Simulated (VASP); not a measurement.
**BeTe: single point with PBE**

The system is BeTe.

```
Be Te
1.0
     3.36506    0.00000    0.00000
     0.00000    3.36506    0.00000
     0.00000    0.00000    3.36506
Be Te
1 1
Direct
  0.00000 0.00000 0.00000
  0.50000 0.50000 0.50000
```

The cell was built by a generator and needn't be a form met in nature.

```yaml
Program: VASP 6.6.1
Task: single point
Functional: PBE
Potentials_or_basis: VASP PAW PBE potentials, release 64 (Be, Te)
Cutoff: 520 eV
k_mesh: 6 × 6 × 6
Occupations: fermi-dirac, width 0.02 eV
Spin: no spin polarisation
```

```
Pressure               : -1.1 GPa
Band gap on the k mesh : none (metal or under the smearing width)
```

Levels at points of the mesh, in eV from the Fermi level:
| k point | band 1 | band 2 | band 3 | band 4 | band 5 | band 6 | band 7 | band 8 | band 9 |
| --- | --- | --- | --- | --- | --- | --- | --- | --- | --- |
| (0.00, 0.00, 0.00) | -14.06 | -1.27 | -1.27 | -1.27 | 0.54 | 4.03 | 4.03 | 8.10 | 8.10 |
| (0.50, 0.00, 0.00) | -12.48 | -7.66 | 0.78 | 0.78 | 2.82 | 3.65 | 3.65 | 4.61 | 6.40 |
| (0.50, 0.50, 0.00) | -10.87 | -5.93 | -5.93 | -2.44 | 2.03 | 5.01 | 6.03 | 6.03 | 8.44 |
| (0.50, 0.50, 0.50) | -9.41 | -3.82 | -3.82 | -3.82 | -0.71 | -0.71 | -0.71 | 0.69 | 16.72 |

It took 4.1 s on 1 thread of Intel(R) Xeon(R) 6975P-C (Granite Rapids) (shared host), peak memory 0.16 GiB.

The run has no spin-orbit coupling, so splittings on Te are missing.
